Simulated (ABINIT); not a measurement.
Runs of ABINIT 10.8.3 (patched build) on Au. The structure is hexagonal, space group P6_3/mmc (No. 194). The conventional cell has a = 2.900 Å, b = 2.900 Å, c = 4.880 Å, α = 90.00°, β = 90.00°, γ = 120.00°. Au (site symmetry -6m2) has 12 Au at 2.90 to 2.96 Å as nearest neighbours. This isn't the form of Au at room conditions, which is fcc.

```tsv
level	gap on the mesh (eV)	pressure (GPa)	relaxed volume (Å³/atom)
RPBE	none	0.0	18.54
LDA	none	0.0	16.67
PBE	none	0.0	18.02
PBEsol	none	0.0	(a)
BLYP	none	0.0	(b)
```

Alike in all rows: task relaxation of cell and atoms; potentials or basis JTH PAW PBE v2.0; no spin polarisation; cell relaxed; k mesh 11 × 11 × 6; cutoff (eV) 653; smearing fermi-dirac 0.05 eV.

**Question.** Fill in the values left out.

**Answer.** (a) 17.08; (b) 19.54.

Caveats: the PAW data sets were made with another functional, which shifts forces and pressure a little (some runs).

A k mesh can miss the band edges, and the runs leave out spin-orbit coupling on Au.

A gap of «none» marks a metal or a gap under the smearing width.
